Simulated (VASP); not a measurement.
# CaSe (Fm-3m) in VASP: a series of runs

Runs on CaSe. Level: r2SCAN. Tasks: single point.

All numbers are computed with VASP 6.6.1; they aren't measurements. Logs are shortened: lines on timing, memory, paths and dates and some standing lists are left out, and cuts for length are marked.

### Step 1. The crystal as given

Symmetry: Fm-3m, No. 225, cubic system. The conventional cell has a = 5.912 Å, b = 5.912 Å, c = 5.912 Å, α = 90.00°, β = 90.00°, γ = 90.00°. Se (site symmetry m-3m) is surrounded by 6 Ca at 2.96 Å. Ca (site symmetry m-3m) is surrounded by 6 Se at 2.96 Å.

### Step 2. Single point, r2SCAN

File INCAR:

```
ADDGRID = F ; ALGO = Normal
EDIFF = 1E-6 ; ENCUT = 250
ISIF = 2 ; ISMEAR = 0
LASPH = T ; LCHARG = F
LMIXTAU = T ; LREAL = F
LWAVE = F ; METAGGA = R2SCAN
NBANDS = 15 ; NELM = 100
PREC = Accurate ; SIGMA = 0.05
```

File KPOINTS:

```
k-points
0
Gamma
  7 7 7
```

File POSCAR:

```
CaSe
1.0
    0.0000000000      2.9560000000      2.9560000000
    2.9560000000      0.0000000000      2.9560000000
    2.9560000000      2.9560000000      0.0000000000
Se Ca
1 1
Direct
    0.5137070000      0.4880300000      0.5023060000
    0.0084580000     -0.0027510000     -0.0091450000
```

Potentials or basis: VASP PAW PBE potentials, release 64 (Se, Ca_sv).

Started as:

```bash
cat potpaw_PBE.64/Se/POTCAR potpaw_PBE.64/Ca_sv/POTCAR > POTCAR
mpirun -np 1 vasp_std > vasp.out
```

OUTCAR:

```text
EDIFF = 1E-6
   ENCUT = 250
   ISIF = 2
   ISMEAR = 0
   LASPH = T
   LREAL = F
   METAGGA = R2SCAN
   NELM = 100
   PREC = Accurate

 Found    172 irreducible k-points:

 Following reciprocal coordinates:
            Coordinates               Weight
  0.000000  0.000000  0.000000      1.000000
  0.142857  0.000000  0.000000      2.000000
  0.000000  0.142857  0.000000      2.000000
  0.000000  0.000000  0.142857      2.000000
  0.142857  0.142857  0.142857      2.000000
  0.285714  0.000000  0.000000      2.000000
   k-points           NKPTS =    172   k-points in BZ     NKDIM =    172   number of bands    NBANDS=     15
   number of dos      NEDOS =    301   number of ions     NIONS =      2
   total plane-waves  NPLWV =  13824
   dimension x,y,z NGX =    24 NGY =   24 NGZ =   24
   dimension x,y,z NGXF=    48 NGYF=   48 NGZF=   48
   ions per type =               1   1
   NGX,Y,Z   is equivalent  to a cutoff of   9.54,  9.54,  9.54 a.u.
   NGXF,Y,Z  is equivalent  to a cutoff of  19.09, 19.09, 19.09 a.u.
 SYSTEM =  unknown system
   PREC   = accura    normal or accurate (medium, high low for compatibility)
   ISTART =      0    job   : 0-new  1-cont  2-samecut
   ICHARG =      2    charge: 1-file 2-atom 10-const
   ISPIN  =      1    spin polarized calculation?
   LNONCOLLINEAR =      F non collinear calculations
   LSORBIT =      F    spin-orbit coupling
   LASPH  =      T    aspherical Exc in radial PAW
   ENCUT  =  250.0 eV  18.37 Ry    4.29 a.u.   5.39  5.39  5.39*2*pi/ulx,y,z
   NELM   =    100;   NELMIN=  2; NELMDL= -5     # of ELM steps
   EDIFF  = 0.1E-05   stopping-criterion for ELM
   LREAL  =      F    real-space projection
   EDIFFG = 0.1E-04   stopping-criterion for IOM
   NSW    =      0    number of steps for IOM
   IBRION =     -1    ionic relax: 0-MD 1-quasi-New 2-CG
   NFREE  =      0    steps in history (QN), initial steepest desc. (CG)
   ISIF   =      2    stress and relaxation
   ISYM   =      2    0-nonsym 1-usesym 2-fastsym
   POTIM  = 0.5000    time-step for ionic-motion
   TEBEG  =    0.0;   TEEND  =   0.0 temperature during run
   PSTRESS=    0.0 pullay stress
   NELECT =      16.0000    total number of electrons
   NUPDOWN=      -1.0000    fix difference up-down
   EMIN   =  10.00;   EMAX   =-10.00  energy-range for DOS
   EFERMI =   0.00;   METHOD = LEGACY
   ISMEAR =     0;   SIGMA  =   0.05  broadening in eV -4-tet -1-fermi 0-gaus
   EFERMI_NEDOS =   21; number of points for ismear=-14 and -15
   IALGO  =     38    algorithm
   IMIX   =      4    mixing-type and parameters
     AMIX     =   0.40;   BMIX     =  1.00
     AMIX_MAG =   1.60;   BMIX_MAG =  1.00
  volume/ion in A,a.u.               =      25.83       174.30
  Fermi-wavevector in a.u.,A,eV,Ry     =   1.107645  2.093145 16.692666  1.226876
  Thomas-Fermi vector in A             =   2.244161
   LORBIT       =      0    0 simple, 1 ext, 2 COOP (PROOUT), +10 PAW based schemes
   METAGGA = R2SCAN    functional components
   LHFCALC =     F    Hartree Fock is set to
   AEXX    =    0.0000 exact exchange contribution
   IVDW    =     0    specifies the selected vdW correction
   LEPSILON=     F    determine dielectric tensor
   LRPA    =     F    only Hartree local field effects (RPA)
 non-spin polarized calculation
 Gauss-broadening in eV      SIGMA  =   0.05
  energy-cutoff  :      250.00
  volume of cell :       51.66
 maximum number of plane-waves:       477
 NGX is ok and might be reduce to    24
   NGX = 11   NGY = 11   NGZ = 11

 number of electron      16.0000001 magnetization

 Free energy of the ion-electron system (eV)
  ---------------------------------------------------
  ext. energy  EPLUGINS =         0.00000000
  ---------------------------------------------------
  free energy    TOTEN  =       -25.99553782 eV

  energy without entropy =      -25.99553782  energy(sigma->0) =      -25.99553782

 E-fermi :   2.4103     XC(G=0):  -9.5873

 val. band max:        2.1928372723   @ k =   0.0000   0.0000   0.0000
 cond. band min:       4.7510775813   @ k =   0.4286   0.0000   0.4286
 fundamental gap:      2.5582403090
 Fermi energy:         2.4103440569

 k-point     1 :       0.0000    0.0000    0.0000
  band No.  band energies     occupation
      1     -39.0920      2.00000
      2     -19.2067      2.00000
      3     -19.2061      2.00000
      4     -19.2060      2.00000
      5     -10.0009      2.00000
      6       2.1910      2.00000
      7       2.1927      2.00000
      8       2.1928      2.00000
      9       6.3629      0.00000
     10       6.4312      0.00000
     11       6.4364      0.00000
     12       6.4378      0.00000
     13       7.0275      0.00000
     14       7.0376      0.00000
     15      12.6729      0.00000

 k-point     2 :       0.1429    0.0000    0.0000
  band No.  band energies     occupation
      1     -39.0908      2.00000
      2     -19.2288      2.00000
      3     -19.2078      2.00000
      4     -19.2075      2.00000
      5      -9.8766      2.00000
      6       1.2928      2.00000
      7       1.9004      2.00000
      8       1.9030      2.00000
      9       6.4027      0.00000
     10       6.7080      0.00000
     11       6.7087      0.00000
     12       7.4228      0.00000
     13       7.5616      0.00000
     14       7.5946      0.00000
     15      12.7989      0.00000
[... 41 lines left out ...]
      3     -19.2078      2.00000
      4     -19.2073      2.00000
      5      -9.8766      2.00000
      6       1.2932      2.00000
      7       1.9001      2.00000
      8       1.9025      2.00000
      9       6.4039      0.00000
     10       6.7073      0.00000
     11       6.7096      0.00000
     12       7.4261      0.00000
     13       7.5616      0.00000
     14       7.5906      0.00000
     15      12.7980      0.00000

 k-point     6 :       0.2857    0.0000    0.0000
  band No.  band energies     occupation
      1     -39.0880      2.00000
      2     -19.2787      2.00000
      3     -19.2108      2.00000
      4     -19.2105      2.00000
      5      -9.5785      2.00000
      6      -0.0898      2.00000
      7       1.3826      2.00000
      8       1.3845      2.00000
      9       6.5784      0.00000
     10       7.3801      0.00000
     11       7.3812      0.00000
     12       8.7962      0.00000
     13       8.7988      0.00000
     14       8.9171      0.00000
     15      12.3098      0.00000

 [... further k-points ...]
[... 5 lines left out ...]
  --------------------------------------------------------------------------------------
  -------------------------------------------------------------------------------------
  Total        0.2049914      0.2609357      0.2066257     -0.0019775      0.0027333     -0.0005703
  in kB        6.3577415      8.0928383      6.4084296     -0.0613329      0.0847720     -0.0176874
  external PRESSURE =       6.9530031 kB  Pullay stress =       0.0000000 kB

 VOLUME and BASIS-vectors are now :
 -----------------------------------------------------------------------------
  energy-cutoff  :      250.00
  volume of cell :       51.66
      direct lattice vectors                 reciprocal lattice vectors
     0.000000000  2.956000000  2.956000000    -0.169147497  0.169147497  0.169147497
     2.956000000  0.000000000  2.956000000     0.169147497 -0.169147497  0.169147497
     2.956000000  2.956000000  0.000000000     0.169147497  0.169147497 -0.169147497

 POSITION                                       TOTAL-FORCE (eV/Angst)
 -----------------------------------------------------------------------------------
      2.92743      3.00333      2.96113        -0.023447     -0.170458      0.040778
      5.87684      2.95397      2.97287         0.023447      0.170458     -0.040778
 -----------------------------------------------------------------------------------
    total drift:                                0.001179     -0.006075     -0.005376

  FREE ENERGIE OF THE ION-ELECTRON SYSTEM (eV)
  ---------------------------------------------------
  free  energy   TOTEN  =       -25.9955378153 eV

  energy  without entropy=      -25.9955378153  energy(sigma->0) =      -25.99553782
```

stdout:

```text
POSCAR found type information on POSCAR SeCa
 POSCAR found :  2 types and       2 ions
 scaLAPACK will be used
 -----------------------------------------------------------------------------
|                                                                             |
|                                                                             |
|     You enforced a specific xc type in the INCAR file but a different       |
|     I HOPE YOU KNOW WHAT YOU ARE DOING!                                     |
|                                                                             |
 -----------------------------------------------------------------------------

 LDA part: xc-table for (None), standard interpolation
 POSCAR, INCAR and KPOINTS ok, starting setup
 FFT: planning ... GRIDC
 FFT: planning ... GRID_SOFT
 FFT: planning ... GRID
 WAVECAR not read
 entering main loop
```

Run time: 2.6 min. Hardware: 1 thread of Intel Xeon Platinum 8488C (Sapphire Rapids), shared host; peak memory 0.17 GiB.

The run converged, but a check on its numbers failed (symmetry, net force, bounds or a known fault of this set-up), so they aren't taken as properties of the crystal.

Caveat: the cutoff lies under the usual one of these potentials, so the numbers hold a large basis-set error; the PAW data sets were made with another functional, which shifts forces and pressure a little; an odd mesh through Γ misses points on the zone boundary, where band edges often lie.

### Step 3. Single point, r2SCAN

Edit INCAR of step 2 so:

```diff
@@ -1,3 +1,3 @@
 ADDGRID = F ; ALGO = Normal
-EDIFF = 1E-6 ; ENCUT = 250
+EDIFF = 1E-6 ; ENCUT = 350
 ISIF = 2 ; ISMEAR = 0
```

File KPOINTS:

```
k-points
0
Gamma
  6 6 6
```

File POSCAR:

```
CaSe
1.0
    0.0000000000      2.9560000000      2.9560000000
    2.9560000000      0.0000000000      2.9560000000
    2.9560000000      2.9560000000      0.0000000000
Se Ca
1 1
Direct
    0.5000000000      0.5000000000      0.5000000000
    0.0000000000      0.0000000000      0.0000000000
```

Potentials or basis: VASP PAW PBE potentials, release 64 (Se, Ca_sv).

Started as:

```bash
cat potpaw_PBE.64/Se/POTCAR potpaw_PBE.64/Ca_sv/POTCAR > POTCAR
mpirun -np 1 vasp_std > vasp.out
```

Run time: 32 s. Hardware: 1 thread of Intel Xeon Platinum 8488C (Sapphire Rapids), shared host; peak memory 0.16 GiB.

The run converged, but some of its settings lie outside the range that counts as converged, so its numbers aren't taken as properties of the crystal.

Results:

```yaml
Free_energy: -25.9757 eV
Pressure: 0.8 GPa
Band_gap_on_the_k_mesh: 2.49 eV, indirect (least direct gap 3.44 eV)
```

Caveat: the PAW data sets were made with another functional, which shifts forces and pressure a little.

### Step 4. Single point, r2SCAN

INCAR is that of step 3.

KPOINTS is that of step 3.

File POSCAR:

```
CaSe
1.0
    0.0000000000      2.9560000000      2.9560000000
    2.9560000000      0.0000000000      2.9560000000
    2.9560000000      2.9560000000      0.0000000000
Se Ca
1 1
Direct
    0.5137070000      0.4880300000      0.5023060000
    0.0084580000     -0.0027510000     -0.0091450000
```

Potentials or basis: VASP PAW PBE potentials, release 64 (Se, Ca_sv).

Started as:

```bash
cat potpaw_PBE.64/Se/POTCAR potpaw_PBE.64/Ca_sv/POTCAR > POTCAR
mpirun -np 1 vasp_std > vasp.out
```

OUTCAR:

```text
EDIFF = 1E-6
   ENCUT = 350
   ISIF = 2
   ISMEAR = 0
   LASPH = T
   LREAL = F
   METAGGA = R2SCAN
   NELM = 100
   PREC = Accurate

 Found    112 irreducible k-points:

 Following reciprocal coordinates:
            Coordinates               Weight
  0.000000  0.000000  0.000000      1.000000
  0.166667  0.000000  0.000000      2.000000
  0.000000  0.166667  0.000000      2.000000
  0.000000  0.000000  0.166667      2.000000
  0.166667  0.166667  0.166667      2.000000
  0.333333  0.000000  0.000000      2.000000
[... 177 lines left out ...]
     11       7.6554      0.00000
     12       8.9784      0.00000
     13       9.2350      0.00000
     14       9.2434      0.00000
     15      12.3873      0.00000

 [... further k-points ...]
[... 5 lines left out ...]
  --------------------------------------------------------------------------------------
  -------------------------------------------------------------------------------------
  Total        0.2401491      0.2958590      0.2426880     -0.0016333      0.0031215      0.0008887
  in kB        7.4481470      9.1759715      7.5268919     -0.0506570      0.0968108      0.0275633
  external PRESSURE =       8.0503368 kB  Pullay stress =       0.0000000 kB

 VOLUME and BASIS-vectors are now :
 -----------------------------------------------------------------------------
  energy-cutoff  :      350.00
  volume of cell :       51.66
      direct lattice vectors                 reciprocal lattice vectors
     0.000000000  2.956000000  2.956000000    -0.169147497  0.169147497  0.169147497
     2.956000000  0.000000000  2.956000000     0.169147497 -0.169147497  0.169147497
     2.956000000  2.956000000  0.000000000     0.169147497  0.169147497 -0.169147497

 POSITION                                       TOTAL-FORCE (eV/Angst)
 -----------------------------------------------------------------------------------
      2.92743      3.00333      2.96113        -0.022460     -0.170156      0.039922
      5.87684      2.95397      2.97287         0.022460      0.170156     -0.039922
 -----------------------------------------------------------------------------------
    total drift:                                0.000616      0.001510      0.001396

  FREE ENERGIE OF THE ION-ELECTRON SYSTEM (eV)
  ---------------------------------------------------
  free  energy   TOTEN  =       -25.9713100735 eV

  energy  without entropy=      -25.9713100735  energy(sigma->0) =      -25.97131007
```

OSZICAR:

```text
N       E                     dE             d eps       ncg     rms          rms(c)
DAV:   1     0.707757746811E+02    0.70776E+02   -0.61357E+03  3368   0.752E+02
DAV:   2    -0.251207809517E+02   -0.95897E+02   -0.91356E+02  4312   0.217E+02
DAV:   3    -0.287615578614E+02   -0.36408E+01   -0.36096E+01  4709   0.409E+01
DAV:   4    -0.289311556223E+02   -0.16960E+00   -0.16951E+00  4568   0.766E+00
DAV:   5    -0.289324257407E+02   -0.12701E-02   -0.12701E-02  4523   0.638E-01    0.404E+00
DAV:   6    -0.256713797283E+02    0.32610E+01   -0.21849E+00  4585   0.118E+01    0.310E+00
DAV:   7    -0.263680784198E+02   -0.69670E+00   -0.82823E-01  4354   0.818E+00    0.795E-01
DAV:   8    -0.260136931779E+02    0.35439E+00   -0.40822E-01  4340   0.573E+00    0.461E-01
DAV:   9    -0.258922577927E+02    0.12144E+00   -0.30638E-01  4116   0.455E+00    0.316E-01
DAV:  10    -0.259650862592E+02   -0.72828E-01   -0.65328E-02  3430   0.201E+00    0.115E-01
DAV:  11    -0.259702038156E+02   -0.51176E-02   -0.69906E-03  4431   0.731E-01    0.120E-01
DAV:  12    -0.259647053161E+02    0.54985E-02   -0.36545E-03  3493   0.528E-01    0.624E-02
DAV:  13    -0.259703594235E+02   -0.56541E-02   -0.19988E-03  3409   0.389E-01    0.233E-02
DAV:  14    -0.259713067803E+02   -0.94736E-03   -0.36043E-04  3640   0.173E-01    0.640E-03
DAV:  15    -0.259713100568E+02   -0.32765E-05   -0.10607E-05  5393   0.223E-02    0.813E-03
DAV:  16    -0.259713100735E+02   -0.16717E-07   -0.50572E-08  2422   0.154E-03
   1 F= -.25971310E+02 E0= -.25971310E+02  d E =-.574015E-16
```

stdout:

```text
POSCAR found type information on POSCAR SeCa
 POSCAR found :  2 types and       2 ions
 scaLAPACK will be used
 -----------------------------------------------------------------------------
|                                                                             |
|                                                                             |
|     You enforced a specific xc type in the INCAR file but a different       |
|     I HOPE YOU KNOW WHAT YOU ARE DOING!                                     |
|                                                                             |
 -----------------------------------------------------------------------------

 LDA part: xc-table for (None), standard interpolation
 POSCAR, INCAR and KPOINTS ok, starting setup
 FFT: planning ... GRIDC
 FFT: planning ... GRID_SOFT
 FFT: planning ... GRID
 WAVECAR not read
 entering main loop
```

Wall time 2.7 min (1 thread of Intel Xeon Platinum 8488C (Sapphire Rapids), shared host); peak memory 0.19 GiB.

The run converged, but some of its settings lie outside the range that counts as converged, so its numbers aren't taken as properties of the crystal.

Results:

```
Free energy            : -25.9713 eV
Pressure               : 0.8 GPa
Largest force          : 0.176 eV/Å
Band gap on the k mesh : 2.50 eV, indirect (least direct gap 3.44 eV)
```

Caveat: the PAW data sets were made with another functional, which shifts forces and pressure a little.
